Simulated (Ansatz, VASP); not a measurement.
AlNi in VASP and in Ansatz

```xyz
2
Lattice="2.0241 -2.0241 0.0000 2.0241 2.0241 0.0000 0.0000 0.0000 2.8648" Properties=species:S:1:pos:R:3 pbc="T T T"
Al    0.0000    0.0000    0.0000
Ni    2.0241    0.0000    1.4324
```

Alike in both runs: functional PBEsol; k mesh 16 × 16 × 14; occupations fermi-dirac, width 0.15 eV; no spin polarisation.

Ansatz relaxed the structure, and its values are those at the end. VASP's run is a single point on that final structure, the one shown.

```csv
,VASP,Ansatz
version,VASP 6.6.1,Ansatz 0.2.0
potentials or method,"VASP PAW PBE potentials, release 64 (Al, Ni)","scalar-relativistic, plane waves, PAW"
plane-wave cutoff (eV),520,420
valence electrons in the cell,13,21
```

```csv
,VASP,Ansatz,Ansatz less VASP
gap on the k mesh at the Fermi level (eV),none,none,-
pressure (GPa),-0.2,0.0,+0.21
```

A gap of «none» marks a metal or a gap that the smearing closes. The two sets of potentials don't hold the same shells in valence. Ansatz warned: «near_symmetry_operations_not_taken».

Caveats: the PAW data sets were made with another functional, which shifts forces and pressure a little (VASP). Spin polarisation is off, so any magnetic state and its effect on volume and gap are missing.
